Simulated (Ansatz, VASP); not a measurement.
# Cross-check of CoO between VASP and Ansatz, part 2 of 3

Wanted: the spread between two codes on one cell, functional and k mesh. The cell is taken from a series of runs on this material, whose earlier steps may have relaxed, scaled, displaced or heated it; both programs get it as it stands.

VASP 6.6.1 and Ansatz 0.2.0.

So far: The starting structure; Ansatz: single point, PBE, DFT+U, pair 1.

## Step 3: VASP: single point, PBE, DFT+U, pair 1

Level of this step: PBE, DFT+U (Co d 3.5 eV), spin-polarised from a ferrimagnetic start; plane waves and PAW (Co, O) (VASP).

The same cell, functional, mesh and smearing now go to VASP, with its own data sets.

Lines of VASP's logs that name or quote its potential files are left out, and so is its time.

Input file INCAR:

```
SYSTEM = CoO
PREC = Accurate
ENCUT = 520
EDIFF = 1E-06
NELM = 200
ISMEAR = -1
SIGMA = 0.05
LREAL = .FALSE.
ALGO = Normal
GGA = PE
NBANDS = 33
ISPIN = 2
MAGMOM = 2.57 2.57 -2.54 0.07 0.08 0.07
LDAU = .TRUE.
LDAUTYPE = 2
LDAUL = 2 -1
LDAUU = 3.5 0
LDAUJ = 0 0
LDAUPRINT = 1
LASPH = .TRUE.
LMAXMIX = 4
LORBIT = 11
LWAVE = .FALSE.
LCHARG = .FALSE.
ISIF = 2
GGA_COMPAT = .FALSE.
KPAR = 2
```

Input file POSCAR:

```
CoO
1.0
   -3.0109390900      0.0000000000      0.0000000000
    0.0000000000     -3.4767329880     -2.4399269060
    1.5054695450     -0.8691832470      4.8798538120
Co O
3 3
Direct
    0.6666666667      0.6666666667      0.3333333333
    0.0000000000      0.0000000000      0.0000000000
    0.3333333333      0.3333333333      0.6666666667
    0.0000000000      0.5000000000      0.0000000000
    0.3333333333      0.8333333333      0.6666666667
    0.6666666667      0.1666666667      0.3333333333
```

Input file KPOINTS:

```
Automatic mesh
0
Gamma
9 7 9
0 0 0
```

Potentials, in the order of the species: Co and O (PBE family, release 64).

Command:

```console
> mpirun -np 2 vasp_std
```

Numbers of over 12 decimals in the logs are rounded to 6 here.

The program printed:

```text
[banner, memory and clock lines left out]
running    2 mpi-ranks, on    1 nodes
 distrk:  each k-point on    1 cores,    2 groups
 distr:  one band on    1 cores,    1 groups

 POSCAR found type information on POSCAR CoO
 POSCAR found :  2 types and       6 ions
 LDA part: xc-table for (Slater+PW92), standard interpolation
 POSCAR, INCAR and KPOINTS ok, starting setup
 FFT: planning ... GRIDC
 FFT: planning ... GRID_SOFT
 FFT: planning ... GRID
 WAVECAR not read
 entering main loop
       N       E                     dE             d eps       ncg     rms          rms(c)
DAV:   1     0.431471326669E+03    0.43147E+03   -0.20444E+04 21232   0.168E+03
DAV:   2     0.197299015294E+02   -0.41174E+03   -0.37633E+03 21579   0.391E+02
DAV:   3    -0.369269543385E+02   -0.56657E+02   -0.53696E+02 24876   0.163E+02
DAV:   4    -0.388583524051E+02   -0.19314E+01   -0.19159E+01 24793   0.321E+01
DAV:   5    -0.389089854887E+02   -0.50633E-01   -0.50593E-01 29502   0.472E+00    0.279E+01
DAV:   6    -0.372115991742E+02    0.16974E+01   -0.57511E+01 31422   0.105E+02    0.430E+01
DAV:   7    -0.358061339478E+02    0.14055E+01   -0.36196E+01 26882   0.116E+02    0.307E+01
DAV:   8    -0.334185542256E+02    0.23876E+01   -0.73764E+00 26150   0.636E+01    0.121E+01
DAV:   9    -0.341437990571E+02   -0.72524E+00   -0.32394E+00 29894   0.139E+01    0.921E+00
DAV:  10    -0.352498263731E+02   -0.11060E+01   -0.23897E+00 35115   0.190E+01    0.465E+00
DAV:  12    -0.358400248527E+02   -0.20902E+00   -0.26124E-01 28796   0.734E+00    0.162E+00
DAV:  13    -0.359787852869E+02   -0.13876E+00   -0.15746E-01 33099   0.518E+00    0.995E-01
DAV:  14    -0.360119295447E+02   -0.33144E-01   -0.36649E-02 31357   0.200E+00    0.652E-01
DAV:  15    -0.360331936132E+02   -0.21264E-01   -0.30365E-02 30295   0.209E+00    0.342E-01
[...]
DAV:  32    -0.360381213196E+02   -0.62468E-05   -0.42824E-05 31695   0.456E-02    0.108E-02
DAV:  33    -0.360381202882E+02    0.10314E-05   -0.10141E-04 24013   0.645E-02    0.500E-03
DAV:  34    -0.360381131971E+02    0.70911E-05   -0.24839E-04 33392   0.915E-02    0.414E-03
DAV:  35    -0.360381108302E+02    0.23670E-05   -0.13490E-04 31212   0.607E-02    0.319E-03
DAV:  36    -0.360381073192E+02    0.35109E-05   -0.28757E-04 27754   0.908E-02    0.267E-03
DAV:  37    -0.360381056684E+02    0.16508E-05   -0.38535E-04 32496   0.105E-01    0.222E-03
DAV:  38    -0.360381074392E+02   -0.17708E-05   -0.73106E-06 20812   0.220E-02    0.106E-03
DAV:  39    -0.360381075281E+02   -0.88861E-07   -0.89619E-07 11193   0.712E-03
   1 F= -.36038108E+02 E0= -.36038108E+02  d E =-.149752E-07  mag=     3.0000
```

Parts of OUTCAR (step 3):

```text
ion  position               nearest neighbor table
   1  0.667  0.667  0.333-   4 2.12   6 2.12   6 2.12   5 2.12   4 2.12   5 2.12   3 3.00   2 3.00
                             2 3.00   2 3.00   3 3.00   3 3.00   3 3.01   2 3.01   3 3.01   2 3.01
   2  0.000  0.000  0.000-   5 2.12   6 2.12   4 2.12   4 2.12   6 2.12   5 2.12   3 3.00   1 3.00
                             3 3.00   1 3.00   1 3.00   3 3.00   3 3.01   1 3.01   1 3.01   3 3.01
   3  0.333  0.333  0.667-   4 2.12   5 2.12   5 2.12   6 2.12   4 2.12   6 2.12   1 3.00   2 3.00
                             2 3.00   2 3.00   1 3.00   1 3.00   1 3.01   2 3.01   1 3.01   2 3.01
   4  0.000  0.500  0.000-   1 2.12   3 2.12   2 2.12   2 2.12   1 2.12   3 2.12
   5  0.333  0.833  0.667-   2 2.12   3 2.12   3 2.12   1 2.12   2 2.12   1 2.12
   6  0.667  0.167  0.333-   2 2.12   1 2.12   1 2.12   3 2.12   2 2.12   3 2.12

  LATTYP: Found a base centered monoclinic cell.
 ALAT       =     9.9133148328
 B/A-ratio  =     0.3037267696
 C/A-ratio  =     0.4284601033
 COS(beta)  =    -0.4220055396

 Subroutine GETGRP returns: Found  4 space group operations
 (whereof  4 operations were pure point group operations)

The static configuration has the point symmetry C_2h.

 Found    160 irreducible k-points:

   k-points           NKPTS =    160   k-points in BZ     NKDIM =    160   number of bands    NBANDS=     33

   dimension x,y,z NGX =    24 NGY =   32 NGZ =   40
   dimension x,y,z NGXF=    48 NGYF=   64 NGZF=   80

   ENCUT  =  520.0 eV  38.22 Ry    6.18 a.u.   5.60  7.90  9.63*2*pi/ulx,y,z

   NELECT =      45.0000    total number of electrons

 k-points in reciprocal lattice and weights: Automatic mesh
   0.00000000  0.00000000  0.00000000       0.002
   0.11111111  0.00000000  0.00000000       0.007
   0.22222222 -0.00000000  0.00000000       0.007
   0.33333333  0.00000000  0.00000000       0.007
   0.44444444 -0.00000000  0.00000000       0.007
   0.00000000  0.14285714  0.00000000       0.004
   0.11111111  0.14285714  0.00000000       0.007
   0.22222222  0.14285714  0.00000000       0.007
   0.33333333  0.14285714  0.00000000       0.007
[...]
o =  1.0080  v =  0.0000  0.0000  0.0000  0.0000  0.0000 -0.5818  0.0000  0.0000  0.8134  0.0000      0.0000  0.0000  0.0000  0.0000  0.0000  0.0000  0.0000  0.0000  0.0000  0.0000
  o =  1.0086  v =  0.0000  0.0000  0.0000  0.0000  0.0000  0.0000 -0.8192  0.0046  0.0000  0.5735      0.0000  0.0000  0.0000  0.0000  0.0000  0.0000  0.0000  0.0000  0.0000  0.0000

 average (electrostatic) potential at core
       1 -81.0992       2 -81.0992       3 -81.0063       4 -67.7273       5 -67.3020
       6 -67.7273

 E-fermi :   8.1582

 spin component 1
 k-point     1 :       0.0000    0.0000    0.0000
  band No.  band energies     occupation
    ...
     20       5.3471      1.00000
     21       5.3939      1.00000
     22       6.0189      1.00000
     23       6.3719      1.00000
     24       6.7847      1.00000
     25       8.9959      0.00000
     26       9.3385      0.00000
     27      10.0470      0.00000
     28      10.7838      0.00000
     29      16.4212      0.00000
    ...

 k-point     2 :       0.1111    0.0000    0.0000
  band No.  band energies     occupation
    ...
     20       5.3969      1.00000
     21       5.7831      1.00000
     22       6.0690      1.00000
     23       6.3264      1.00000
     24       6.4666      1.00000
     25       9.1309      0.00000
     26       9.8809      0.00000
     27      10.0924      0.00000
     28      10.8187      0.00000
     29      16.4141      0.00000
    ...

 k-point     3 :       0.2222   -0.0000    0.0000
  band No.  band energies     occupation
    ...
     20       5.4041      1.00000
     21       5.8704      1.00000
     22       6.1597      1.00000
     23       6.2277      1.00000
     24       6.2362      1.00000
     25       9.4147      0.00000
     26       9.8335      0.00000
     27      10.7539      0.00000
     28      11.6109      0.00000
     29      15.8963      0.00000
    ...

 k-point     4 :       0.3333    0.0000    0.0000
  band No.  band energies     occupation
    ...
     20       5.4072      1.00000
     21       5.5263      1.00000
     22       6.0421      1.00000
     23       6.2979      1.00000
     24       6.4459      1.00000
     25       9.7063      0.00000
     26       9.9512      0.00000
     27      10.7933      0.00000
     28      13.1284      0.00000
     29      14.9575      0.00000
    ...

 k-point     5 :       0.4444   -0.0000    0.0000
  band No.  band energies     occupation
    ...
     20       5.2351      1.00000
     21       5.4606      1.00000
     22       5.9299      1.00000
     23       6.3361      1.00000
     24       6.6539      1.00000
     25       9.8844      0.00000
     26      10.1242      0.00000
     27      10.8038      0.00000
     28      14.1889      0.00000
     29      14.5779      0.00000
    ...

 k-point     6 :       0.0000    0.1429    0.0000
  band No.  band energies     occupation
    ...
     20       5.4819      1.00000
     21       5.5679      1.00000
     22       6.0007      1.00000
     23       6.4513      1.00000
     24       6.8850      1.00000
     25       8.9966      0.00000
     26       9.9255      0.00000
     27      10.0650      0.00000
     28      11.0091      0.00000
     29      15.6891      0.00000
    ...

  Total        1.7924606      2.1107097      1.8868571      0.0000000      0.8549291      0.0000000
  in kB       49.9720954     58.8445771     52.6037799      0.0000000     23.8346098      0.0000000
  external PRESSURE =      53.8068175 kB  Pullay stress =       0.0000000 kB

  energy-cutoff  :      520.00
  volume of cell :       57.47
      direct lattice vectors                 reciprocal lattice vectors
    -3.010939090  0.000000000  0.000000000    -0.332122295 -0.063916965  0.091077410
     0.000000000 -3.476732988 -2.439926906     0.000000000 -0.255667862 -0.045538705
     1.505469545 -0.869183247  4.879853812     0.000000000 -0.127833931  0.182154819

 POSITION                                       TOTAL-FORCE (eV/Angst)
 -----------------------------------------------------------------------------------
     -1.50547     -2.60755     -0.00000         0.000000     -0.084564      0.118717
      0.00000      0.00000      0.00000         0.000000      0.084564     -0.118717
      0.00000     -1.73837      2.43993        -0.000000      0.000000     -0.000000
      0.00000     -1.73837     -1.21996         0.000000      0.091994     -0.130706
      0.00000     -3.47673      1.21996         0.000000      0.000000     -0.000000
     -1.50547     -0.86918      1.21996         0.000000     -0.091994      0.130706
 -----------------------------------------------------------------------------------
    total drift:                               -0.000001     -0.000006      0.000012

  FREE ENERGIE OF THE ION-ELECTRON SYSTEM (eV)
  ---------------------------------------------------
  free  energy   TOTEN  =       -36.0381075281 eV

  energy  without entropy=      -36.0381075131  energy(sigma->0) =      -36.03810752

 total charge
# of ion       s       p       d       tot
------------------------------------------
    1        0.307   0.373   7.136   7.816
    2        0.307   0.373   7.136   7.816
    3        0.305   0.374   7.159   7.837
    4        1.555   3.461   0.000   5.016
    5        1.550   3.466   0.000   5.016
    6        1.555   3.461   0.000   5.016
--------------------------------------------------
tot          5.577  11.508  21.431  38.516

 magnetization (x)
# of ion       s       p       d       tot
------------------------------------------
    1        0.016   0.014   2.690   2.720
    2        0.016   0.014   2.690   2.720
    3       -0.011  -0.009  -2.643  -2.664
    4        0.006   0.038   0.000   0.045
    5        0.008   0.082   0.000   0.090
    6        0.006   0.038   0.000   0.045
--------------------------------------------------
tot          0.042   0.177   2.737   2.957

[... 6 further parts left out ...]
```

The magnetic state follows from one typed start and may not be the lowest.

## Step 4: Comparison

Known differences besides the potentials themselves: VASP starts from the moments at which Ansatz ended; U acts on the PAW sphere in VASP and on atomic orbitals in Ansatz, so only states and trends compare; the data sets hold 69 valence electrons in Ansatz (on its default PAW (the set named soft_2) files) and 45 in VASP; the cutoff is 420 eV in Ansatz and 520 eV in VASP; site moments are counted in spheres of each program's own size. Total energies have different zeros and are not compared.

Both answers:

```csv
quantity,Ansatz,VASP,difference
gap on the k mesh (eV),1.840,1.551,+0.289
total moment (μB),3.00,3.00,0.00
moment on Co1 (μB),2.57,2.72,-0.15
moment on Co2 (μB),2.57,2.72,-0.15
moment on Co3 (μB),-2.54,-2.66,+0.12
moment on O5 (μB),0.08,0.09,-0.01
moment on O4 (μB),0.07,0.04,+0.03
moment on O6 (μB),0.07,0.04,+0.03
```

A gap on the mesh is an upper bound, since the band edges may lie between its points.

## Step 5: What the set-up changes

Further runs change the set-up of one program: Ansatz's method, potentials or start, or VASP's data sets, cutoff or form of LDA. The table gives Ansatz less VASP for each quantity, since a change that brings one quantity closer may part another.

```csv
run,gap on the k mesh (eV),total moment (μB)
as above,0.29,0
VASP with the data sets Co_sv and O,0.39,0
```

## Step 6: Ansatz: single point, PBE

A single point takes one fixed geometry, so differences don't come from the geometry; what else differs is listed under the comparison.

The cell is taken from a series of runs on this material, whose earlier steps may have relaxed, scaled, displaced or heated it; both programs get it as it stands.

Input file input.yaml:

```yaml
crystal:
  lattice:
    - [-1.505469545, -0.869183247, -2.439926906]
    - [3.01093909, 1.738366494, -2.439926906]
    - [1.505469545, -4.345916235, 2.439926906]
  atoms:
    - { symbol: Co, position: [0.666666667, 0.666666667, 0.333333333], spin: 3.0 }
    - { symbol: Co, position: [0.333333333, 0.333333333, 0.666666667], spin: 3.0 }
    - { symbol: Co, position: [0.0, 0.0, 0.0], spin: -3.0 }
    - { symbol: O, position: [0.666666667, 0.166666667, 0.333333333] }
    - { symbol: O, position: [0.333333333, 0.833333333, 0.666666667] }
    - { symbol: O, position: [0.0, 0.5, 0.0] }
magnetization:
  spin_polarized: true
kpoints:
  mp_grid: { grid: [9, 9, 9] }
hamiltonian:
  xc: pbe
scf:
  occupations: { method: fermi_dirac, width: 0.05 }
output:
  eigenvalues: true
```

Command:

```console
> ansatz run input.yaml --threads 4 --pin off --max-ram 8192MiB --backend cpu --events-out ev --progress --plain --runs-dir out
```

The program printed:

```text
[...]
Crystal: 6 atoms, lattice volume = 57.469 Å³
Basis set: ecut = 420 eV, 1097 PW (Γ)
Bands: 47, of which v1, the nominal top of the filled ones, is band 35 counted from 1 (34 counted from 0)
Symmetry: 4 space group operations
[...]
k-points: 205 of 729
[...]
Starting moments: Σ|m| = 9 μB on 3 of 6 sites
[...]
k-point 0 ↑: bands = [... 31 lower, 12.1391, 12.2660, 13.2743, 13.5125, 13.5656, 14.1317, 15.0304, 15.1994, ... 8 higher]
  k-point 1 ↑: bands = [... 31 lower, 12.1086, 12.2406, 13.3067, 13.3830, 13.5850, 14.1278, 15.0326, 15.4666, ... 8 higher]
  k-point 2 ↑: bands = [... 31 lower, 12.2054, 12.3211, 13.2298, 13.3625, 13.5953, 14.1157, 14.9957, 15.7432, ... 8 higher]
  k-point 364 ↓: bands = [... 31 lower, 13.9775, 14.0854, 14.2082, 14.2478, 15.1228, 15.1606, 15.3607, 16.3079, ... 8 higher]
[key lines of the parts left out:]
SCF converged after 3 iterations
Magnetization: 2.8863 μB (35.9432 up, 33.0568 down)
Free energy (F): -17076.427377 eV
Fermi energy:    14.070087 eV
```

## Step 7: VASP: single point, PBE

The same cell, functional, mesh and smearing now go to VASP, with its own data sets.

Edit INCAR of step 3 so:

```diff
@@ -12,9 +12,3 @@
 ISPIN = 2
-MAGMOM = 2.57 2.57 -2.54 0.07 0.08 0.07
-LDAU = .TRUE.
-LDAUTYPE = 2
-LDAUL = 2 -1
-LDAUU = 3.5 0
-LDAUJ = 0 0
-LDAUPRINT = 1
+MAGMOM = 2.41 2.41 -2.36 0.1 0.1 0.11
 LASPH = .TRUE.
```

Input file POSCAR:

```
CoO
1.0
   -1.5054695450     -0.8691832470     -2.4399269060
    3.0109390900      1.7383664940     -2.4399269060
    1.5054695450     -4.3459162350      2.4399269060
Co O
3 3
Direct
    0.6666666667      0.6666666667      0.3333333333
    0.3333333333      0.3333333333      0.6666666667
    0.0000000000      0.0000000000      0.0000000000
    0.6666666667      0.1666666667      0.3333333333
    0.3333333333      0.8333333333      0.6666666667
    0.0000000000      0.5000000000      0.0000000000
```

Input file KPOINTS:

```
Automatic mesh
0
Gamma
9 9 9
0 0 0
```

Command:

```console
> mpirun -np 2 vasp_std
```

The program printed:

```text
[... set-up lines as in an earlier step ...]
 entering main loop
       N       E                     dE             d eps       ncg     rms          rms(c)
DAV:   1     0.424954039530E+03    0.42495E+03   -0.20332E+04 27220   0.167E+03
DAV:   2     0.976445785148E+01   -0.41519E+03   -0.38052E+03 27691   0.392E+02
DAV:   3    -0.447041561086E+02   -0.54469E+02   -0.50965E+02 32415   0.157E+02
DAV:   4    -0.465984327975E+02   -0.18943E+01   -0.18788E+01 31730   0.316E+01
[...]
DAV:  24    -0.392737797833E+02    0.66304E-05   -0.35461E-05 40981   0.822E-02    0.400E-02
DAV:  25    -0.392737777322E+02    0.20511E-05   -0.13816E-05 36254   0.608E-02    0.178E-02
DAV:  26    -0.392737777530E+02   -0.20783E-07   -0.32820E-06 22714   0.210E-02
   1 F= -.39273778E+02 E0= -.39221168E+02  d E =-.105220E+00  mag=     2.9139
```

OUTCAR, selected parts (step 7):

```text
  Total       -0.4679035      0.1115196     -1.3156148     -0.5017951     -0.4776695     -0.8274256
  in kB      -13.0447042      3.1090604    -36.6780883    -13.9895705    -13.3169704    -23.0678376
  external PRESSURE =     -15.5379107 kB  Pullay stress =       0.0000000 kB

 POSITION                                       TOTAL-FORCE (eV/Angst)
 -----------------------------------------------------------------------------------
      1.50547     -0.86918     -2.43993         0.109129     -0.189017      0.000000
      1.50547     -2.60755      0.00000        -0.109129      0.189017     -0.000000
      0.00000      0.00000      0.00000         0.000000     -0.000000     -0.000000
      0.00000     -1.73837     -1.21996        -0.023397      0.040525     -0.000000
      3.01094     -1.73837     -1.21996         0.023397     -0.040525      0.000000
      1.50547      0.86918     -1.21996         0.000000      0.000000     -0.000000
 -----------------------------------------------------------------------------------
    total drift:                               -0.000000     -0.000000     -0.000000

  FREE ENERGIE OF THE ION-ELECTRON SYSTEM (eV)
  ---------------------------------------------------
  free  energy   TOTEN  =       -39.2737777530 eV

  energy  without entropy=      -39.1685581779  energy(sigma->0) =      -39.22116797

 magnetization (x)
# of ion       s       p       d       tot
------------------------------------------
    1        0.013   0.011   2.454   2.478
    2        0.013   0.011   2.454   2.478
    3       -0.005  -0.004  -2.372  -2.381
    4        0.010   0.087   0.000   0.097
    5        0.010   0.087   0.000   0.097
    6        0.010   0.087   0.000   0.097
--------------------------------------------------
tot          0.049   0.280   2.537   2.865

[... 3 further parts left out ...]
[key lines of the parts left out:]
E-fermi :   8.0005
```

Oxides and halides of Co are often magnetic insulators, and a metal at this level, without U or exact exchange, may be an artefact.

## Step 8: Side by side

What differs besides the data sets and the points named for the pairs above, as far as they apply: the data sets hold 69 valence electrons in Ansatz (on its default PAW (the set named soft_2) files) and 45 in VASP. Total energies have different zeros and are not compared.

Compared:

```csv
quantity,Ansatz,VASP,difference
total moment (μB),2.89,2.91,-0.03
moment on Co1 (μB),2.41,2.48,-0.07
moment on Co2 (μB),2.41,2.48,-0.07
moment on Co3 (μB),-2.36,-2.38,+0.02
moment on O4 (μB),0.10,0.10,0.00
moment on O5 (μB),0.10,0.10,0.00
moment on O6 (μB),0.11,0.10,+0.01
```

(Part 2 of 3 ends here.)

[Lines on the potential files, build, host, timing and source positions are cut from VASP's logs without a mark.]

[Logs are printed without paths, hosts, clocks, repeated set-up lines and the standing remarks that a program may print on its own settings, such as how far it seeks lower states.]

[Hosts, paths, dates, database ids (printed as entryN), source tags and the programs' standing remarks are cut or masked in the printed files.]
